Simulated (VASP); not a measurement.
A run of VASP 6.6.1 is set up as follows.

The input INCAR:

```
PREC = Accurate ; ENCUT = 520
EDIFF = 1E-7 ; ISMEAR = -1
SIGMA = 0.05 ; LREAL = F
LASPH = T ; NELM = 80
ALGO = Fast ; ISIF = 2
LWAVE = F ; LCHARG = F
GGA = PS ; LEFG = T
```

KPOINTS

```
Automatic mesh
0
Gamma
  6 6 6
```

POSCAR

```
Br
1.0
   -1.2867684050      1.7199972000      3.5779911600
    1.2867684050     -1.7199972000      3.5779911600
    1.2867684050      1.7199972000     -3.5779911600
Br
1
Direct
    0.0000000000      0.0000000000      0.0000000000
```

Potentials or basis: VASP PAW PBE potentials, release 64 (Br).

Run with:

```bash
$ cat potpaw_PBE.64/Br/POTCAR > POTCAR
$ mpirun -np 1 vasp_std > vasp.out
```

**Question.** Estimate the band gap on the k mesh.

**Answer.** None (metal or under the smearing width).

**Question.** Predict the pressure.

**Answer.** -0.8 GPa.

Electric field gradients, principal values (V/Å²):
```tsv
atom	Vxx	Vyy	Vzz
1 Br	-446.068	-563.078	1009.145
```

Caveat: the k mesh is coarse (spacing up to 0.51 Å⁻¹), so the values aren't converged; the PAW data sets were made with another functional, which shifts forces and pressure a little; an odd number of electrons without spin polarisation forces a metal; a magnetic or distorted state may lie lower.
